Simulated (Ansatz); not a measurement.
I need the orbital character of the bands of PbI₂, space group P-3m1. Use Ansatz 0.2.0 through its Python package. Use: PBE, PAW, cutoff 422 eV, 4×4×3 k-points, fixed occupations.

```
Pb I
1.0
     4.55500    0.00000    0.00000
    -2.27750    3.94475    0.00000
     0.00000    0.00000    6.97700
Pb I
1 2
Cartesian
  0.0000 0.0000 0.0000
  0.0000 2.6298 1.8489
  2.2775 1.3149 5.1281
```

`pbi2.py`
```python
"""Orbital character of the bands of PbI2."""

from collections import Counter
from pathlib import Path
import json
import warnings

import ansatz as az
from ase import Atoms
import pandas as pd

warnings.simplefilter("ignore", az.DeckWarning)

atoms = Atoms(
    ["Pb", "I", "I"],
    scaled_positions=[
        (0.0, 0.0, 0.0),
        (1 / 3, 2 / 3, 0.265),
        (2 / 3, 1 / 3, 0.735),
    ],
    cell=[
        (4.555, 0.0, 0.0),
        (-2.2775, 3.944746, 0.0),
        (0.0, 0.0, 6.977),
    ],
    pbc=True,
)
pbi2 = az.Crystal.from_ase(atoms)

points = {"G": (0.0, 0.0, 0.0), "M": (0.5, 0.0, 0.0), "K": (0.33333, 0.33333, 0.0), "A": (0.0, 0.0, 0.5), "L": (0.5, 0.0, 0.5)}
base = (
    pbi2.calculation()
    .occupations(az.OccupationsMethod.FIXED)
    .kpoints(4, 4, 3)
    .basis(31 * az.Ry)
    .functional("PBE")
    .band_structure(list(points.values()), intervals=1)
    .fat_bands()
)
out = base.run(events_out="events.ndjson")
rep = out.report
with open("events.ndjson") as stream:
    kinds = Counter(json.loads(line)["event"] for line in stream)
print("events:", {kind: kinds[kind] for kind in ("scf_iter", "scf_done", "notice", "finished")})
file = Path(out.write_results("results")) / "fatbands.tsv"
names = file.read_text().splitlines()[0].lstrip("# ").split("\t")
table = pd.read_csv(file, sep="\t", comment="#", names=names)
near = table[table.e_minus_ef.abs() < 4]
for ik, label in enumerate(points):
    print(label)
    for _, row in near[near.ik == ik].iterrows():
        main = row[names[4:]].astype(float).nlargest(2)
        print(f"   band {int(row.band):3d} {row.e_minus_ef:7.3f} eV  " + ", ".join(f"{k} {v:.2f}" for k, v in main.items()))
```

Running `python pbi2.py` prints:
```text
events: {'scf_iter': 7, 'scf_done': 1, 'notice': 2, 'finished': 1}
G
   band  18  -1.032 eV  i1_l1_5P 0.40, i2_l1_5P 0.40
   band  19  -0.904 eV  i1_l1_5P 0.43, i2_l1_5P 0.43
   band  20  -0.904 eV  i1_l1_5P 0.43, i2_l1_5P 0.43
   band  21  -0.813 eV  i1_l1_5P 0.49, i2_l1_5P 0.49
   band  22  -0.813 eV  i1_l1_5P 0.49, i2_l1_5P 0.49
   band  23  -0.591 eV  i1_l1_5P 0.44, i2_l1_5P 0.44
   band  24   2.583 eV  pb0_l1_6P 0.77, i1_l1_5P 0.05
   band  25   3.480 eV  pb0_l1_6P 0.83, i1_l1_5P 0.07
   band  26   3.480 eV  pb0_l1_6P 0.83, i1_l1_5P 0.07
M
   band  18  -2.841 eV  pb0_l1_6P 0.36, i1_l1_5P 0.31
   band  19  -2.285 eV  i1_l1_5P 0.41, i2_l1_5P 0.41
   band  20  -1.976 eV  i1_l1_5P 0.38, i2_l1_5P 0.38
   band  21  -1.450 eV  i1_l1_5P 0.47, i2_l1_5P 0.47
   band  22  -0.657 eV  i1_l1_5P 0.50, i2_l1_5P 0.50
   band  23  -0.258 eV  i1_l1_5P 0.44, i2_l1_5P 0.44
   band  24   2.993 eV  pb0_l1_6P 0.72, i1_l1_5P 0.08
   band  25   3.824 eV  pb0_l1_6P 0.71, i1_l1_5P 0.11
K
   band  18  -2.407 eV  i1_l1_5P 0.33, i2_l1_5P 0.33
   band  19  -2.407 eV  i1_l1_5P 0.33, i2_l1_5P 0.33
   band  20  -2.205 eV  i1_l1_5P 0.35, i2_l1_5P 0.35
   band  21  -1.501 eV  i1_l1_5P 0.49, i2_l1_5P 0.49
   band  22  -1.501 eV  i1_l1_5P 0.49, i2_l1_5P 0.49
   band  23  -0.570 eV  i1_l1_5P 0.42, i2_l1_5P 0.42
A
   band  18  -1.788 eV  i1_l1_5P 0.49, i2_l1_5P 0.49
   band  19  -1.039 eV  i1_l1_5P 0.44, i2_l1_5P 0.44
   band  20  -1.039 eV  i1_l1_5P 0.44, i2_l1_5P 0.44
   band  21  -0.634 eV  i1_l1_5P 0.49, i2_l1_5P 0.49
   band  22  -0.634 eV  i1_l1_5P 0.49, i2_l1_5P 0.49
   band  23   0.125 eV  i1_l1_5P 0.42, i2_l1_5P 0.42
   band  24   2.341 eV  pb0_l1_6P 0.83, i1_l0_5S 0.05
   band  25   3.294 eV  pb0_l1_6P 0.84, i1_l1_5P 0.06
   band  26   3.294 eV  pb0_l1_6P 0.84, i1_l1_5P 0.06
L
   band  18  -3.271 eV  i1_l1_5P 0.33, i2_l1_5P 0.33
   band  19  -1.762 eV  i1_l1_5P 0.37, i2_l1_5P 0.37
   band  20  -1.616 eV  i1_l1_5P 0.36, i2_l1_5P 0.36
   band  21  -1.226 eV  i1_l1_5P 0.46, i2_l1_5P 0.46
   band  22  -1.022 eV  i1_l1_5P 0.50, i2_l1_5P 0.50
   band  23  -0.539 eV  i1_l1_5P 0.45, i2_l1_5P 0.45
   band  24   3.363 eV  pb0_l1_6P 0.59, i1_l1_5P 0.14
   band  25   3.867 eV  pb0_l1_6P 0.56, i1_l1_5P 0.13
```

What to keep in mind:
- With fixed filling the reported Fermi level is the top filled level among the k-points of the SCF.
- The starting cell is as deposited in a crystallographic database; the results hold for this polymorph, which needn't be the stable one.
- Gaps and levels are Kohn-Sham values on a finite set of k-points, without spin-orbit coupling.
- Energies are less the Fermi level and bands count from 0. Only the largest channels are printed, equivalent atoms hold more, and in degenerate sets the split between sites is arbitrary; shells that the potentials lack have no channel.
- The whole script took 4.3 s on 1 thread of Arm Neoverse V1, with other jobs on the host, peak memory 0.45 GiB.
